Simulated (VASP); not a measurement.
# HfS2 (P-3m1) in VASP: band structure with PBE+D3(BJ)

Aim: the band structure of HfS2 with PBE+D3(BJ).

All numbers are computed with VASP 6.6.1; they aren't measurements. Logs are shortened: lines on timing, memory, paths and dates and some standing lists are left out, and cuts for length are marked.

**The experiment to reproduce.**

“Stress-Tuned Optical Transitions in Layered 1T-MX2 (M= Hf, Zr, Sn; X= S, Se) Crystals”, 2022, arxiv:2210.12074 quotes, for a bulk crystal of HfS2: band gap 1.96 eV (indirect).

The results are compared with them further down.

### Step 1. Starting point

The structure is trigonal, space group P-3m1 (No. 164). Conventional cell: a = 3.598 Å, b = 3.598 Å, c = 5.753 Å, α = 90.00°, β = 90.00°, γ = 120.00°. Hf (site symmetry -3m) has 6 S at 2.54 Å as nearest neighbours. S (site symmetry 3m) has 3 Hf at 2.54 Å as nearest neighbours.

The cell is a database's computed one.

### Step 2. Band structure, PBE+D3(BJ)

POSCAR reads:

```
HfS2                                    
1.0
    3.5981728768      0.0000000000     -0.0000000000
   -1.7990864385      3.1161091175      0.0000000000
   -0.0000000000      0.0000000000      5.7534685175
  Hf              S             
     1     2
Direct
     0.0000000000000000    1.0000000000000000    0.0000000000000000
     0.6666666699999979    0.3333333300000021    0.7471826043486941
     0.3333333300000021    0.6666666699999979    0.2528173956513058
```

INCAR.step1 reads:

```
ALGO = Normal ; EDIFF = 1E-7
ENCUT = 350 ; GGA = PE
ISIF = 2 ; ISMEAR = 0
IVDW = 12 ; LASPH = T
LCHARG = T ; LMAXMIX = 4
LREAL = F ; LWAVE = F
NBANDS = 18 ; NELM = 60
PREC = Accurate ; SIGMA = 0.02
```

KPOINTS.step1 reads:

```
k-points
0
Gamma
  12 12 6
```

INCAR.step2 reads:

```
ALGO = Normal ; EDIFF = 1E-7
ENCUT = 350 ; GGA = PE
ICHARG = 11 ; ISIF = 2
ISMEAR = 0 ; IVDW = 12
LASPH = T ; LCHARG = F
LMAXMIX = 4 ; LREAL = F
LWAVE = F ; NBANDS = 18
NELM = 60 ; PREC = Accurate
SIGMA = 0.05
```

KPOINTS.step2 reads:

```
path GMKGALHA,LM,KH
20
line-mode
reciprocal
 0.0000000000  0.0000000000  0.0000000000  G
 0.5000000000  0.0000000000  0.0000000000  M

 0.5000000000  0.0000000000  0.0000000000  M
 0.3333333333  0.3333333333  0.0000000000  K

 0.3333333333  0.3333333333  0.0000000000  K
 0.0000000000  0.0000000000  0.0000000000  G

 0.0000000000  0.0000000000  0.0000000000  G
 0.0000000000  0.0000000000  0.5000000000  A

 0.0000000000  0.0000000000  0.5000000000  A
 0.5000000000  0.0000000000  0.5000000000  L

 0.5000000000  0.0000000000  0.5000000000  L
 0.3333333333  0.3333333333  0.5000000000  H

 0.3333333333  0.3333333333  0.5000000000  H
 0.0000000000  0.0000000000  0.5000000000  A

 0.5000000000  0.0000000000  0.5000000000  L
 0.5000000000  0.0000000000  0.0000000000  M

 0.3333333333  0.3333333333  0.0000000000  K
 0.3333333333  0.3333333333  0.5000000000  H
```

Potentials or basis: VASP PAW PBE potentials, release 64 (Hf_pv, S).

The run is started by

```bash
> cat potpaw_PBE.64/Hf_pv/POTCAR potpaw_PBE.64/S/POTCAR > POTCAR
> cp INCAR.step1 INCAR
> cp KPOINTS.step1 KPOINTS
> mpirun -np 1 vasp_std > vasp.out
> cp INCAR.step2 INCAR
> cp KPOINTS.step2 KPOINTS
> mpirun -np 1 vasp_std > vasp.out
```

OUTCAR:

```text
EDIFF = 1E-7
   ENCUT = 350
   GGA = PE
   ICHARG = 11
   ISIF = 2
   ISMEAR = 0
   IVDW = 12
   LASPH = T
   LREAL = F
   NELM = 60
   PREC = Accurate
 IVDW          = 12

 ion  position               nearest neighbor table
   1  0.000  0.000  0.000-   2 2.54   3 2.54   3 2.54   2 2.54   2 2.54   3 2.54
   2  0.667  0.333  0.747-   1 2.54   1 2.54   1 2.54
   3  0.333  0.667  0.253-   1 2.54   1 2.54   1 2.54

  LATTYP: Found a hexagonal cell.
 ALAT       =     3.5981728768
 C/A-ratio  =     1.5989972451

  Lattice vectors:

 A1 = (   3.5981728768,   0.0000000000,   0.0000000000)
 A2 = (  -1.7990864385,   3.1161091175,   0.0000000000)
 A3 = (   0.0000000000,   0.0000000000,   5.7534685175)

Analysis of symmetry for initial positions (statically):
=====================================================================
 Subroutine PRICEL returns:
 Original cell was already a primitive cell.

 Routine SETGRP: Setting up the symmetry group for a
 hexagonal supercell.

 Subroutine GETGRP returns: Found 12 space group operations
 (whereof 12 operations were pure point group operations)
 out of a pool of 24 trial point group operations.

The static configuration has the point symmetry D_3d.

Analysis of symmetry for dynamics (positions and initial velocities):
=====================================================================
 Subroutine PRICEL returns:
 Original cell was already a primitive cell.

 Routine SETGRP: Setting up the symmetry group for a
 hexagonal supercell.

 Subroutine GETGRP returns: Found 12 space group operations
 (whereof 12 operations were pure point group operations)
 out of a pool of 24 trial point group operations.

The dynamic configuration has the point symmetry D_3d.

 Subroutine INISYM returns: Found 12 space group operations
 (whereof 12 operations are pure point group operations),
 and found     1 'primitive' translations

----------------------------------------------------------------------------------------

                                     Primitive cell

  volume of cell :      64.5096

  direct lattice vectors                    reciprocal lattice vectors
     3.598172877  0.000000000  0.000000000     0.277918831  0.160456512  0.000000000
    -1.799086439  3.116109118  0.000000000     0.000000000  0.320913024  0.000000000
     0.000000000  0.000000000  5.753468517     0.000000000  0.000000000  0.173808199

  length of vectors
     3.598172877  3.598172876  5.753468517     0.320913024  0.320913024  0.173808199

  position of ions in fractional coordinates (direct lattice)
     0.000000000  0.000000000  0.000000000
     0.666666670  0.333333330  0.747182604
     0.333333330  0.666666670  0.252817396

  ion indices of the primitive-cell ions
   primitive index   ion index
                 1           1
                 2           2
                 3           3

----------------------------------------------------------------------------------------

 KPOINTS: path GMKGALHA,LM,KH

Interpolating k-points between supplied coordinates.

 Line segments in fractional coordinates (reciprocal lattice):
    0.000000  0.000000  0.000000  ...  0.500000  0.000000  0.000000
    0.500000  0.000000  0.000000  ...  0.333333  0.333333  0.000000
    0.333333  0.333333  0.000000  ...  0.000000  0.000000  0.000000
    0.000000  0.000000  0.000000  ...  0.000000  0.000000  0.500000
    0.000000  0.000000  0.500000  ...  0.500000  0.000000  0.500000
    0.500000  0.000000  0.500000  ...  0.333333  0.333333  0.500000
    0.333333  0.333333  0.500000  ...  0.000000  0.000000  0.500000
    0.500000  0.000000  0.500000  ...  0.500000  0.000000  0.000000
    0.333333  0.333333  0.000000  ...  0.333333  0.333333  0.500000

 Generated    20 points on each line segment, for a total of    180 k-points:

 Following reciprocal coordinates:
            Coordinates               Weight
  0.000000  0.000000  0.000000      0.005556
  0.026316  0.000000  0.000000      0.005556
  0.052632  0.000000  0.000000      0.005556
  0.078947  0.000000  0.000000      0.005556
  0.105263  0.000000  0.000000      0.005556
  0.131579  0.000000  0.000000      0.005556
[... 16 lines left out ...]
  0.482456  0.035088  0.000000      0.005556
  0.473684  0.052632  0.000000      0.005556
 [... further k-points ...]
   k-points           NKPTS =    180   k-points in BZ     NKDIM =    180   number of bands    NBANDS=     18
   number of dos      NEDOS =    301   number of ions     NIONS =      3
   total plane-waves  NPLWV =  20736
   dimension x,y,z NGX =    24 NGY =   24 NGZ =   36
   dimension x,y,z NGXF=    48 NGYF=   48 NGZF=   72
   ions per type =               1   2
   NGX,Y,Z   is equivalent  to a cutoff of  11.09, 11.09, 10.40 a.u.
   NGXF,Y,Z  is equivalent  to a cutoff of  22.18, 22.18, 20.80 a.u.
 SYSTEM =  unknown system
   PREC   = accura    normal or accurate (medium, high low for compatibility)
   ISTART =      0    job   : 0-new  1-cont  2-samecut
   ICHARG =     11    charge: 1-file 2-atom 10-const
   ISPIN  =      1    spin polarized calculation?
   LNONCOLLINEAR =      F non collinear calculations
   LSORBIT =      F    spin-orbit coupling
   LASPH  =      T    aspherical Exc in radial PAW
   ENCUT  =  350.0 eV  25.72 Ry    5.07 a.u.   5.49  5.49  8.78*2*pi/ulx,y,z
   NELM   =     60;   NELMIN=  2; NELMDL=  0     # of ELM steps
   EDIFF  = 0.1E-06   stopping-criterion for ELM
   LREAL  =      F    real-space projection
   EDIFFG = 0.1E-05   stopping-criterion for IOM
   NSW    =      0    number of steps for IOM
   IBRION =     -1    ionic relax: 0-MD 1-quasi-New 2-CG
   NFREE  =      0    steps in history (QN), initial steepest desc. (CG)
   ISIF   =      2    stress and relaxation
   ISYM   =      2    0-nonsym 1-usesym 2-fastsym
   POTIM  = 0.5000    time-step for ionic-motion
   TEBEG  =    0.0;   TEEND  =   0.0 temperature during run
   PSTRESS=    0.0 pullay stress
   NELECT =      22.0000    total number of electrons
   NUPDOWN=      -1.0000    fix difference up-down
   EMIN   =  10.00;   EMAX   =-10.00  energy-range for DOS
   EFERMI =   0.00;   METHOD = LEGACY
   ISMEAR =     0;   SIGMA  =   0.05  broadening in eV -4-tet -1-fermi 0-gaus
   EFERMI_NEDOS =   21; number of points for ismear=-14 and -15
   IALGO  =     38    algorithm
   IMIX   =      4    mixing-type and parameters
     AMIX     =   0.40;   BMIX     =  1.00
     AMIX_MAG =   1.60;   BMIX_MAG =  1.00
  volume/ion in A,a.u.               =      21.50       145.11
  Fermi-wavevector in a.u.,A,eV,Ry     =   1.143776  2.161423 17.799457  1.308223
  Thomas-Fermi vector in A             =   2.280470
   LORBIT       =      0    0 simple, 1 ext, 2 COOP (PROOUT), +10 PAW based schemes
   GGA     = PE    functional components
   LHFCALC =     F    Hartree Fock is set to
   AEXX    =    0.0000 exact exchange contribution
   IVDW    =    12    specifies the selected vdW correction
   LEPSILON=     F    determine dielectric tensor
   LRPA    =     F    only Hartree local field effects (RPA)
 non-spin polarized calculation
 Gauss-broadening in eV      SIGMA  =   0.05
  energy-cutoff  :      350.00
  volume of cell :       64.51
 maximum number of plane-waves:       996
 NGX is ok and might be reduce to    24

 number of electron      22.0000001 magnetization

 Free energy of the ion-electron system (eV)
  ---------------------------------------------------
  ext. energy  EPLUGINS =         0.00000000
  ---------------------------------------------------
  free energy    TOTEN  =       -22.23468462 eV

  energy without entropy =      -22.23468462  energy(sigma->0) =      -22.23468462

 E-fermi :   4.0271     XC(G=0):  -9.8667

 val. band max:        3.7839356507   @ k =   0.0175   0.0175   0.0000
 cond. band min:       4.6424783706   @ k =   0.5000   0.0000   0.5000
 fundamental gap:      0.8585427200
 Fermi energy:         4.0270753662

 k-point     1 :       0.0000    0.0000    0.0000
  band No.  band energies     occupation
      1     -27.0496      2.00000
      2     -26.9317      2.00000
      3     -26.9317      2.00000
      4      -9.5689      2.00000
      5      -7.7390      2.00000
      6      -1.3163      2.00000
[... 10 lines left out ...]
     17       9.3319      0.00000
     18       9.3893      0.00000

 k-point     2 :       0.0263    0.0000    0.0000
  band No.  band energies     occupation
      1     -27.0493      2.00000
      2     -26.9332      2.00000
      3     -26.9320      2.00000
      4      -9.5604      2.00000
      5      -7.7405      2.00000
      6      -1.3057      2.00000
[... 10 lines left out ...]
     17       9.3700      0.00000
     18       9.5025      0.00000

 k-point     3 :       0.0526    0.0000    0.0000
  band No.  band energies     occupation
      1     -27.0484      2.00000
      2     -26.9375      2.00000
      3     -26.9330      2.00000
      4      -9.5351      2.00000
      5      -7.7449      2.00000
      6      -1.2739      2.00000
[... 10 lines left out ...]
     17       9.4815      0.00000
     18       9.7422      0.00000

 k-point     4 :       0.0789    0.0000    0.0000
  band No.  band energies     occupation
      1     -27.0470      2.00000
      2     -26.9447      2.00000
      3     -26.9346      2.00000
      4      -9.4934      2.00000
      5      -7.7520      2.00000
      6      -1.2214      2.00000
[... 375 lines left out ...]
      4      -8.1966      2.00000
      5      -7.8158      2.00000
      6      -1.2830      2.00000
[... 10 lines left out ...]
     17      10.4347      0.00000
     18      11.8575      0.00000

 k-point    23 :       0.4825    0.0351    0.0000
  band No.  band energies     occupation
      1     -27.1421      2.00000
      2     -27.0070      2.00000
      3     -26.9814      2.00000
      4      -8.1920      2.00000
      5      -7.8167      2.00000
      6      -1.2730      2.00000
[... 10 lines left out ...]
     17      10.5637      0.00000
     18      11.8390      0.00000

 k-point    24 :       0.4737    0.0526    0.0000
  band No.  band energies     occupation
      1     -27.1410      2.00000
      2     -27.0069      2.00000
      3     -26.9835      2.00000
      4      -8.1843      2.00000
      5      -7.8183      2.00000
      6      -1.2564      2.00000
[... 10 lines left out ...]
     17      10.7090      0.00000
     18      11.8054      0.00000

 [... further k-points ...]

------------------------ aborting loop because EDIFF is reached ----------------------------------------

 Edisp (eV)   -1.02993

 E8    (eV) :    -0.4444

  FORCE on cell =-STRESS in cart. coord.  units (eV):
  Direction    XX          YY          ZZ          XY          YZ          ZX
  --------------------------------------------------------------------------------------
  -------------------------------------------------------------------------------------
  Total       2.08732     2.08732     0.50974    -0.00000     0.00000    -0.00000
  in kB      51.84132    51.84131    12.66005    -0.00000     0.00000    -0.00000
  external pressure =       38.78 kB  Pullay stress =        0.00 kB

 VOLUME and BASIS-vectors are now :
 -----------------------------------------------------------------------------
  energy-cutoff  :      350.00
  volume of cell :       64.51
      direct lattice vectors                 reciprocal lattice vectors
     3.598172877  0.000000000  0.000000000     0.277918831  0.160456512  0.000000000
    -1.799086439  3.116109118  0.000000000     0.000000000  0.320913024  0.000000000
     0.000000000  0.000000000  5.753468517     0.000000000  0.000000000  0.173808199

 POSITION                                       TOTAL-FORCE (eV/Angst)
 -----------------------------------------------------------------------------------
      0.00000      0.00000      0.00000         0.000000      0.000000      0.000000
      1.79909      1.03870      4.29889        -0.000000      0.000000      0.197858
     -0.00000      2.07741      1.45458        -0.000000      0.000000     -0.197858
 -----------------------------------------------------------------------------------
    total drift:                               -0.000000      0.000000      0.000000

  FREE ENERGIE OF THE ION-ELECTRON SYSTEM (eV)
  ---------------------------------------------------
  free  energy   TOTEN  =       -23.2646189587 eV

  energy  without entropy=      -23.2646189587  energy(sigma->0) =      -23.26461896
```

It took 63 s on 1 thread of AMD EPYC 9R45 (Zen 5), shared host; peak memory 0.21 GiB.

Results:

```yaml
Band_gap_on_the_k_mesh: 0.86 eV, indirect (least direct gap 1.80 eV)
Band_gap_along_the_path: 0.86 eV, indirect (least direct gap 1.82 eV)
Dispersion_energy_per_atom: -0.343 eV
```

Levels at the corners of the path, in eV from the valence-band top:
```csv
point,band 8,band 9,band 10,band 11,band 12,band 13,band 14,band 15
Γ,-2.89,-0.17,-0.17,0.00,1.87,1.87,2.42,5.20
M,-2.74,-2.59,-2.24,-1.49,1.01,4.02,4.10,6.14
M,-2.74,-2.59,-2.24,-1.49,1.01,4.02,4.10,6.14
K,-3.73,-2.36,-2.36,-1.75,2.51,3.62,3.62,5.58
K,-3.73,-2.36,-2.36,-1.75,2.51,3.62,3.62,5.58
Γ,-2.89,-0.17,-0.17,0.00,1.87,1.87,2.42,5.20
Γ,-2.89,-0.17,-0.17,0.00,1.87,1.87,2.42,5.20
A,-2.83,-2.13,-0.36,-0.36,1.82,1.82,2.73,5.76
A,-2.83,-2.13,-0.36,-0.36,1.82,1.82,2.73,5.76
L,-2.80,-2.55,-1.14,-0.96,0.86,4.00,4.14,5.52
L,-2.80,-2.55,-1.14,-0.96,0.86,4.00,4.14,5.52
H,-3.85,-2.46,-1.96,-1.96,2.73,3.17,3.17,6.29
H,-3.85,-2.46,-1.96,-1.96,2.73,3.17,3.17,6.29
A,-2.83,-2.13,-0.36,-0.36,1.82,1.82,2.73,5.76
L,-2.80,-2.55,-1.14,-0.96,0.86,4.00,4.14,5.52
M,-2.74,-2.59,-2.24,-1.49,1.01,4.02,4.10,6.14
K,-3.73,-2.36,-2.36,-1.75,2.51,3.62,3.62,5.58
H,-3.85,-2.46,-1.96,-1.96,2.73,3.17,3.17,6.29
```

Caveat: the log is that of the step along the path at fixed density, whose energy, stress, charges and moments have no meaning; spin-orbit coupling is left out, which moves the levels of the heavy elements.

### Step 3. Against experiment

Step 2. A measured gap of HfS2 is 1.96 eV (indirect; quoted in “Stress-Tuned Optical Transitions in Layered 1T-MX2 (M= Hf, Zr, Sn; X= S, Se) Crystals”, 2022, arxiv:2210.12074); the calculated 0.86 eV misses it by -1.10 eV. So large a miss can be the level of theory's own, or it may mean another phase, state or a wrong row. Spin-orbit coupling on Hf is left out. The value is that of PBE+D3(BJ), without temperature or zero-point motion. Semilocal functionals fall short of measured gaps as a rule. The cell is a database's relaxed one, not the measured one, which moves gaps too.
